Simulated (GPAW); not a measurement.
# Si (Fd-3m) in GPAW: notebook

One crystal, Si, is run at these levels: PBEint, PBEsol, r4SCAN; tasks: equation of state.

Program: GPAW 26.7.0. These are calculated values, not measurements. Logs are shortened: lines on timing, memory, paths and dates and some standing lists are left out, and cuts for length are marked. The log counts tension as positive stress, the text compression.

**1. The structure**

Symmetry: Fd-3m, No. 227, cubic system. Conventional cell: a = 5.444 Å, b = 5.444 Å, c = 5.444 Å, α = 90.00°, β = 90.00°, γ = 90.00°. Around Si (site symmetry -43m) lie 4 Si at 2.36 Å.

**2. Equation of state, PBEint**

run.py

```python
from ase import Atoms
from ase.eos import EquationOfState
from ase.io import Trajectory
from ase.units import GPa
from gpaw import GPAW, PW, setup_paths

setup_paths.insert(0, '.')

atoms = Atoms(['Si', 'Si'],
              cell=[[0.0, 2.7218511865, 2.7218511865],
                    [2.7218511865, 0.0, 2.7218511865],
                    [2.7218511865, 2.7218511865, 0.0]],
              scaled_positions=[[0.5, 0.5, 0.5],
                                [0.75, 0.75, 0.75]],
              pbc=True)

traj = Trajectory('eos.traj', 'w')
volumes, energies = [], []
for x in [0.94, 0.96, 0.98, 1.0, 1.02, 1.04, 1.06]:
    a = atoms.copy()
    a.set_cell(atoms.cell * x**(1 / 3), scale_atoms=True)
    calc = GPAW(mode=PW(600),
                xc='GGA_X_PBEINT+GGA_C_PBEINT',
                kpts={'size': (8, 8, 8), 'gamma': True},
                occupations={'name': 'fermi-dirac', 'width': 0.05},
                nbands=11,
                convergence={'density': 1e-05, 'energy': 1e-05},
                maxiter=150,
                txt=f'eos-{x:.2f}.txt')
    a.calc = calc
    energies.append(a.get_potential_energy(force_consistent=True))
    volumes.append(a.get_volume())
    p = -a.get_stress()[:3].mean() / GPa
    calc.write(f'eos-{x:.2f}.gpw')
    traj.write(a)
    print(f'{x:.2f} {volumes[-1]:10.4f} A^3 {energies[-1]:14.6f} eV {p:9.3f} GPa', flush=True)

v0, e0, B = EquationOfState(volumes, energies, eos='birchmurnaghan').fit()
print(f'V0 = {v0:.4f} A^3, E0 = {e0:.6f} eV, B0 = {B / GPa:.2f} GPa')
```

Potentials or basis: PAW data sets generated in the run's folder for this functional, pw.

Command:

```console
$ gpaw-setup -f GGA_X_PBEINT+GGA_C_PBEINT Si
$ OMP_NUM_THREADS=1 python run.py
```

Output:

```text
__  _  _
 | _ |_)|_||  |
 |__||  | ||/\| - 26.7.0

Input parameters:
  mode=PW(ecut=600.0),
  convergence={'density': 1e-05, 'energy': 1e-05},
  kpts=MonkhorstPack(size=(8, 8, 8), gamma=True),
  maxiter=150,
  nbands=11,
  occupations=Occupations(name='fermi-dirac', width=0.05),
  xc=XC(name='GGA_X_PBEINT+GGA_C_PBEINT')

Diagonalizing LCAO Hamiltonian
Converting LCAO to pw mode

           Si

       Si

Atoms  # Å, Bohr magnetons
|   | symbol |        x |        y |        z |    initial magnetic moments |
|---|--------|----------|----------|----------|-----------------------------|
| 0 |     Si | 2.666288 | 2.666288 | 2.666288 | ( 0.0000,  0.0000,  0.0000) |
| 1 |     Si | 3.999431 | 3.999431 | 3.999431 | ( 0.0000,  0.0000,  0.0000) |

Unit cell  # Å
| periodic |        x |        y |        z |  lengths |    angles |
|----------|----------|----------|----------|----------|-----------|
|      yes | 0.000000 | 2.666288 | 2.666288 | 3.770700 | 60.000000 |
|      yes | 2.666288 | 0.000000 | 2.666288 | 3.770700 | 60.000000 |
|      yes | 2.666288 | 2.666288 | 0.000000 | 3.770700 | 60.000000 |

Number of symmetries: 24
Symmetry operations  # r_c * U_cc + t_c -> r_c
|    | kind |            matrix            |
|----|------|------------------------------|
|  0 |  E   |  1, 0, 0,  0, 1, 0,  0, 0, 1 |
|  1 |  σ   |  1, 0, 0,  0, 0, 1,  0, 1, 0 |
|  2 |  σ   |  1, 0,-1,  0, 1,-1,  0, 0,-1 |
|  3 |  C3  |  1, 0,-1,  0, 0,-1,  0, 1,-1 |
|  4 |  C3  |  1,-1, 0,  0,-1, 1,  0,-1, 0 |
|  5 |  σ   |  1,-1, 0,  0,-1, 0,  0,-1, 1 |
|  6 |  σ   |  0, 1, 0,  1, 0, 0,  0, 0, 1 |
|  7 |  C3  |  0, 1, 0,  0, 0, 1,  1, 0, 0 |
|  8 |  C2  |  0, 1,-1,  1, 0,-1,  0, 0,-1 |
|  9 |  S4  |  0, 1,-1,  0, 0,-1,  1, 0,-1 |
| 10 |  C3  |  0, 0, 1,  1, 0, 0,  0, 1, 0 |
| 11 |  σ   |  0, 0, 1,  0, 1, 0,  1, 0, 0 |
| 12 |  S4  |  0, 0,-1,  1, 0,-1,  0, 1,-1 |
| 13 |  C3  |  0, 0,-1,  0, 1,-1,  1, 0,-1 |
| 14 |  S4  |  0,-1, 1,  1,-1, 0,  0,-1, 0 |
| 15 |  C2  |  0,-1, 1,  0,-1, 0,  1,-1, 0 |
| 16 |  C3  |  0,-1, 0,  1,-1, 0,  0,-1, 1 |
| 17 |  S4  |  0,-1, 0,  0,-1, 1,  1,-1, 0 |
| 18 |  S4  | -1, 1, 0, -1, 0, 1, -1, 0, 0 |
| 19 |  C3  | -1, 1, 0, -1, 0, 0, -1, 0, 1 |
| 20 |  C3  | -1, 0, 1, -1, 1, 0, -1, 0, 0 |
| 21 |  S4  | -1, 0, 1, -1, 0, 0, -1, 1, 0 |
| 22 |  σ   | -1, 0, 0, -1, 1, 0, -1, 0, 1 |
| 23 |  C2  | -1, 0, 0, -1, 0, 1, -1, 1, 0 |

BZ-sampling:
  Number of BZ points: 512
  Number of IBZ points: 29

  Monkhorst-Pack size: [8, 8, 8]
  Monkhorst-Pack shift: [0.0625, 0.0625, 0.0625]

K-points  # in reciprocal-cell coordinates
|     |                                coordinates |     weight |
|-----|--------------------------------------------|------------|
|   0 | (  0.00000000,   0.00000000,   0.00000000) | 0.00195312 |
|   1 | (  0.12500000,   0.12500000,   0.00000000) | 0.01171875 |
|   2 | (  0.12500000,   0.12500000,   0.12500000) | 0.01562500 |
|   3 | (  0.25000000,   0.12500000,   0.12500000) | 0.02343750 |
|   4 | (  0.25000000,   0.25000000,   0.00000000) | 0.01171875 |
|   5 | (  0.25000000,   0.25000000,   0.12500000) | 0.04687500 |
|   6 | (  0.25000000,   0.25000000,   0.25000000) | 0.01562500 |
|   7 | (  0.37500000,   0.25000000,  -0.37500000) | 0.04687500 |
|   8 | (  0.37500000,   0.25000000,   0.12500000) | 0.04687500 |
|   9 | (  0.37500000,   0.25000000,   0.25000000) | 0.04687500 |
| ... |                                            |            |
|  28 | (  0.50000000,   0.50000000,   0.50000000) | 0.00781250 |

Plane wave coefficients: 1283
Cutoff: 600.0 eV

Spin-components: 1 (collinear spins)
Bands:           11
Projectors:      10
Spin-degeneracy: 2
Datatype:        complex128

Parallelization:
  kpt:    1
  domain: 1
  band:   1

Density:
  Valence electrons: 8.0
  Components: 1
  Grid points: [24 24 24]
  Charge: 0.0  # |e|

Potential:
  Grid points: [24 24 24]

species:
  Si:
    name:    Silicon
    Z:       14.0
    valence: 4
    core:    10
    charge:  0.0  # [|e|]
    compensation charges:
      type: gauss
      rc: 0.33  # [Å]
      lmax: 2
    cutoffs:
      filter: 1.86  # [Å]
      core: 2.06  # [Å]
    projectors
    | kind |    occ | energy [eV] | rcut [Å] |
    |------|--------|-------------|----------|
    |   3s |  2.000 |     -10.732 |    1.058 |
    |   3p |  2.000 |      -4.031 |    1.058 |
    |    s |        |      16.479 |    1.058 |
    |    p |        |      23.180 |    1.058 |
    |    d |        |       0.000 |    1.058 |

    Using partial waves for Si as LCAO basis

Reference energy: -15745.873948  # eV

eigensolver:
  PPCG
  Converge bands: occupied
  niter=2

density mixing:
  MSR1-Mixer
  Pratt-step length: 0.05
  Maximum mixing coefficient: 0.75
  Old densities: 10
  SVD Regularization: 0.005
  Good broyden scale: 1.0
  Trust region scale: 1.0
  Backstep threshold: 4.0
  History deletion threshold: 6.0
  Fourier metric: weight=20.0, sigma=0.015

occupation numbers:
  Fermi-Dirac:
    width: 0.0500  # eV

poisson solver:
  ecut: 4800.0  # eV

xc functional:
  name: GGA_X_PBEINT+GGA_C_PBEINT with 2 nearest neighbor stencil

convergence criteria:
- Maximum integral of absolute [dens]ity change: 1e-05 electrons / valence electron
- Maximum [total energy] change in last 3 cyles: 1e-05 eV / valence electron
- Maximum integral of absolute [eigenst]ate change: 4e-08 eV^2 / valence electron
maximum number of iterations: 150

SCF iterations
|iter     | |      energy | eigst |  dens |
|---------|-|-------------|-------|-------|
|iter:   1| |  -11.314344 | -0.08 |       |
|iter:   2| |  -11.297045 | -2.61 | -0.81 |
|iter:   3| |  -11.166353 | -2.12 | -0.83 |
|iter:   4| |  -11.165216 | -3.12 | -1.48 |
|iter:   5| |  -11.165329 | -5.01 | -2.29 |
|iter:   6| |  -11.165332 | -6.93 | -3.43 |
|iter:   7| |  -11.165332c| -7.83c| -3.83 |
|iter:   8| |  -11.165332c| -8.72c| -5.05c|

Converged in 8 steps
Energy contributions relative to reference atoms: (reference = -15745.873948)

Energy contributions:
  Kinetic:          21.154544
  Coulomb:         -18.186570
  Zero:             -0.030429
  External:          0.000000
  Xc:              -14.102800
  Entropy:          -0.000154
  Spinorbit:         0.000000
  ----------------------------
  Free energy:     -11.165409
  Extrapolated:    -11.165332

dipole moment: (3.568491, 3.568491, 3.568491)  # |e|*Ang

Fermi level: 6.048
Eigenvalues  # (at kpt = [0.000, 0.000, 0.000])
| band index |      eig [eV] | occ [0-2] |
|------------|---------------|-----------|
|          0 |        -6.521 |     2.000 |
|          1 |         5.862 |     1.953 |
|          2 |         5.862 |     1.953 |
|          3 |         5.862 |     1.953 |
|          4 |         8.393 |     0.000 |
|          5 |         8.393 |     0.000 |
|          6 |         8.393 |     0.000 |
|          7 |         9.876 |     0.000 |
|          8 |        13.557 |     0.000 |
|          9 |        13.557 |     0.000 |
|         10 |        13.889 |     0.000 |

Gap: 0.420 eV
Transition (v -> c):
  (s=0, k=0, n=3, [0.00, 0.00, 0.00]) -> (s=0, k=12, n=4, [0.38, 0.38, 0.00])
Direct/indirect transitions are different
Direct gap: 2.531 eV
Transition at: (s=0, k=0, n=3, [0.00, 0.00, 0.00])

Stress tensor  # eV/Ang^3
|         x |         y |         z |
|-----------|-----------|-----------|
| -0.044139 | -0.000000 |  0.000000 |
| -0.000000 | -0.044139 |  0.000000 |
|  0.000000 |  0.000000 | -0.044139 |

# Writing to eos-0.94.gpw (mode='')
```

It took 48 s on 1 thread of Intel Xeon Platinum 8375C at 2.90GHz (Ice Lake), shared host; peak memory 0.23 GiB.

What came out:

- Equilibrium volume: 20.26 Å³/atom
- Bulk modulus: 92 GPa
- Pressure derivative of the bulk modulus: 4.3

Energy against volume, from the lowest point:
| volume (Å³/atom) | energy (meV/atom) |
| --- | --- |
| 18.955 | 27.08 |
| 19.358 | 12.40 |
| 19.761 | 3.56 |
| 20.165 | 0.00 |
| 20.568 | 1.18 |
| 20.971 | 6.64 |
| 21.375 | 15.94 |

**3. Equation of state, PBEsol**

run.py, as its differences from that of step 2:

```diff
@@ -22,3 +22,3 @@
     calc = GPAW(mode=PW(600),
-                xc='GGA_X_PBEINT+GGA_C_PBEINT',
+                xc='PBEsol',
                 kpts={'size': (8, 8, 8), 'gamma': True},
```

Potentials or basis: PAW data sets generated in the run's folder for this functional, pw.

Command:

```console
$ gpaw-setup -f PBEsol Si
$ OMP_NUM_THREADS=1 python run.py
```

Output:

```text
__  _  _
 | _ |_)|_||  |
 |__||  | ||/\| - 26.7.0

Input parameters:
  mode=PW(ecut=600.0),
  convergence={'density': 1e-05, 'energy': 1e-05},
  kpts=MonkhorstPack(size=(8, 8, 8), gamma=True),
  maxiter=150,
  nbands=11,
  occupations=Occupations(name='fermi-dirac', width=0.05),
  xc=XC(name='PBEsol')

Diagonalizing LCAO Hamiltonian
Converting LCAO to pw mode

           Si

       Si

Atoms  # Å, Bohr magnetons
|   | symbol |        x |        y |        z |    initial magnetic moments |
|---|--------|----------|----------|----------|-----------------------------|
| 0 |     Si | 2.666288 | 2.666288 | 2.666288 | ( 0.0000,  0.0000,  0.0000) |
| 1 |     Si | 3.999431 | 3.999431 | 3.999431 | ( 0.0000,  0.0000,  0.0000) |

Unit cell  # Å
| periodic |        x |        y |        z |  lengths |    angles |
|----------|----------|----------|----------|----------|-----------|
|      yes | 0.000000 | 2.666288 | 2.666288 | 3.770700 | 60.000000 |
|      yes | 2.666288 | 0.000000 | 2.666288 | 3.770700 | 60.000000 |
|      yes | 2.666288 | 2.666288 | 0.000000 | 3.770700 | 60.000000 |

Number of symmetries: 24
Symmetry operations  # r_c * U_cc + t_c -> r_c
|    | kind |            matrix            |
|----|------|------------------------------|
|  0 |  E   |  1, 0, 0,  0, 1, 0,  0, 0, 1 |
|  1 |  σ   |  1, 0, 0,  0, 0, 1,  0, 1, 0 |
|  2 |  σ   |  1, 0,-1,  0, 1,-1,  0, 0,-1 |
|  3 |  C3  |  1, 0,-1,  0, 0,-1,  0, 1,-1 |
|  4 |  C3  |  1,-1, 0,  0,-1, 1,  0,-1, 0 |
|  5 |  σ   |  1,-1, 0,  0,-1, 0,  0,-1, 1 |
|  6 |  σ   |  0, 1, 0,  1, 0, 0,  0, 0, 1 |
|  7 |  C3  |  0, 1, 0,  0, 0, 1,  1, 0, 0 |
|  8 |  C2  |  0, 1,-1,  1, 0,-1,  0, 0,-1 |
|  9 |  S4  |  0, 1,-1,  0, 0,-1,  1, 0,-1 |
| 10 |  C3  |  0, 0, 1,  1, 0, 0,  0, 1, 0 |
| 11 |  σ   |  0, 0, 1,  0, 1, 0,  1, 0, 0 |
| 12 |  S4  |  0, 0,-1,  1, 0,-1,  0, 1,-1 |
| 13 |  C3  |  0, 0,-1,  0, 1,-1,  1, 0,-1 |
| 14 |  S4  |  0,-1, 1,  1,-1, 0,  0,-1, 0 |
| 15 |  C2  |  0,-1, 1,  0,-1, 0,  1,-1, 0 |
| 16 |  C3  |  0,-1, 0,  1,-1, 0,  0,-1, 1 |
| 17 |  S4  |  0,-1, 0,  0,-1, 1,  1,-1, 0 |
| 18 |  S4  | -1, 1, 0, -1, 0, 1, -1, 0, 0 |
| 19 |  C3  | -1, 1, 0, -1, 0, 0, -1, 0, 1 |
| 20 |  C3  | -1, 0, 1, -1, 1, 0, -1, 0, 0 |
| 21 |  S4  | -1, 0, 1, -1, 0, 0, -1, 1, 0 |
| 22 |  σ   | -1, 0, 0, -1, 1, 0, -1, 0, 1 |
| 23 |  C2  | -1, 0, 0, -1, 0, 1, -1, 1, 0 |

BZ-sampling:
  Number of BZ points: 512
  Number of IBZ points: 29

  Monkhorst-Pack size: [8, 8, 8]
  Monkhorst-Pack shift: [0.0625, 0.0625, 0.0625]

K-points  # in reciprocal-cell coordinates
|     |                                coordinates |     weight |
|-----|--------------------------------------------|------------|
|   0 | (  0.00000000,   0.00000000,   0.00000000) | 0.00195312 |
|   1 | (  0.12500000,   0.12500000,   0.00000000) | 0.01171875 |
|   2 | (  0.12500000,   0.12500000,   0.12500000) | 0.01562500 |
|   3 | (  0.25000000,   0.12500000,   0.12500000) | 0.02343750 |
|   4 | (  0.25000000,   0.25000000,   0.00000000) | 0.01171875 |
|   5 | (  0.25000000,   0.25000000,   0.12500000) | 0.04687500 |
|   6 | (  0.25000000,   0.25000000,   0.25000000) | 0.01562500 |
|   7 | (  0.37500000,   0.25000000,  -0.37500000) | 0.04687500 |
|   8 | (  0.37500000,   0.25000000,   0.12500000) | 0.04687500 |
|   9 | (  0.37500000,   0.25000000,   0.25000000) | 0.04687500 |
| ... |                                            |            |
|  28 | (  0.50000000,   0.50000000,   0.50000000) | 0.00781250 |

Plane wave coefficients: 1283
Cutoff: 600.0 eV

Spin-components: 1 (collinear spins)
Bands:           11
Projectors:      10
Spin-degeneracy: 2
Datatype:        complex128

Parallelization:
  kpt:    1
  domain: 1
  band:   1

Density:
  Valence electrons: 8.0
  Components: 1
  Grid points: [24 24 24]
  Charge: 0.0  # |e|

Potential:
  Grid points: [24 24 24]

species:
  Si:
    name:    Silicon
    Z:       14.0
    valence: 4
    core:    10
    charge:  0.0  # [|e|]
    compensation charges:
      type: gauss
      rc: 0.33  # [Å]
      lmax: 2
    cutoffs:
      filter: 1.86  # [Å]
      core: 2.06  # [Å]
    projectors
    | kind |    occ | energy [eV] | rcut [Å] |
    |------|--------|-------------|----------|
    |   3s |  2.000 |     -10.768 |    1.058 |
    |   3p |  2.000 |      -4.057 |    1.058 |
    |    s |        |      16.444 |    1.058 |
    |    p |        |      23.155 |    1.058 |
    |    d |        |       0.000 |    1.058 |

    Using partial waves for Si as LCAO basis

Reference energy: -15743.393420  # eV

eigensolver:
  PPCG
  Converge bands: occupied
  niter=2

density mixing:
  MSR1-Mixer
  Pratt-step length: 0.05
  Maximum mixing coefficient: 0.75
  Old densities: 10
  SVD Regularization: 0.005
  Good broyden scale: 1.0
  Trust region scale: 1.0
  Backstep threshold: 4.0
  History deletion threshold: 6.0
  Fourier metric: weight=20.0, sigma=0.015

occupation numbers:
  Fermi-Dirac:
    width: 0.0500  # eV

poisson solver:
  ecut: 4800.0  # eV

xc functional:
  name: PBEsol with 2 nearest neighbor stencil

convergence criteria:
- Maximum integral of absolute [dens]ity change: 1e-05 electrons / valence electron
- Maximum [total energy] change in last 3 cyles: 1e-05 eV / valence electron
- Maximum integral of absolute [eigenst]ate change: 4e-08 eV^2 / valence electron
maximum number of iterations: 150

SCF iterations
|iter     | |      energy | eigst |  dens |
|---------|-|-------------|-------|-------|
|iter:   1| |  -11.601550 | -0.07 |       |
|iter:   2| |  -11.582045 | -2.59 | -0.80 |
|iter:   3| |  -11.434315 | -2.12 | -0.83 |
|iter:   4| |  -11.432825 | -3.15 | -1.48 |
|iter:   5| |  -11.432936 | -5.00 | -2.26 |
|iter:   6| |  -11.432939 | -6.80 | -3.39 |
|iter:   7| |  -11.432940c| -7.88c| -3.80 |
|iter:   8| |  -11.432940c| -8.80c| -5.09c|

Converged in 8 steps
Energy contributions relative to reference atoms: (reference = -15743.393420)

Energy contributions:
  Kinetic:          21.028467
  Coulomb:         -18.085132
  Zero:             -0.028594
  External:          0.000000
  Xc:              -14.347602
  Entropy:          -0.000158
  Spinorbit:         0.000000
  ----------------------------
  Free energy:     -11.433019
  Extrapolated:    -11.432940

dipole moment: (3.561451, 3.561451, 3.561451)  # |e|*Ang

Fermi level: 5.989
Eigenvalues  # (at kpt = [0.000, 0.000, 0.000])
| band index |      eig [eV] | occ [0-2] |
|------------|---------------|-----------|
|          0 |        -6.574 |     2.000 |
|          1 |         5.805 |     1.951 |
|          2 |         5.805 |     1.951 |
|          3 |         5.805 |     1.951 |
|          4 |         8.346 |     0.000 |
|          5 |         8.346 |     0.000 |
|          6 |         8.346 |     0.000 |
|          7 |         9.758 |     0.000 |
|          8 |        13.525 |     0.000 |
|          9 |        13.525 |     0.000 |
|         10 |        13.775 |     0.000 |

Gap: 0.416 eV
Transition (v -> c):
  (s=0, k=0, n=3, [0.00, 0.00, 0.00]) -> (s=0, k=12, n=4, [0.38, 0.38, 0.00])
Direct/indirect transitions are different
Direct gap: 2.541 eV
Transition at: (s=0, k=0, n=3, [0.00, 0.00, 0.00])

Stress tensor  # eV/Ang^3
|         x |         y |         z |
|-----------|-----------|-----------|
| -0.039169 | -0.000000 | -0.000000 |
| -0.000000 | -0.039169 |  0.000000 |
| -0.000000 |  0.000000 | -0.039169 |

# Writing to eos-0.94.gpw (mode='')
```

It took 47 s on 1 thread of Intel Xeon Platinum 8375C at 2.90GHz (Ice Lake), shared host; peak memory 0.23 GiB.

What came out:

* Equilibrium volume: 20.11 Å³/atom
* Bulk modulus: 94 GPa
* Pressure derivative of the bulk modulus: 4.3

Energy against volume, from the lowest point:
```tsv
volume (Å³/atom)	energy (meV/atom)
18.955	21.43
19.358	8.71
19.761	1.76
20.165	0.00
20.568	2.91
20.971	10.03
21.375	20.92
```

[end of part 1 of 2]
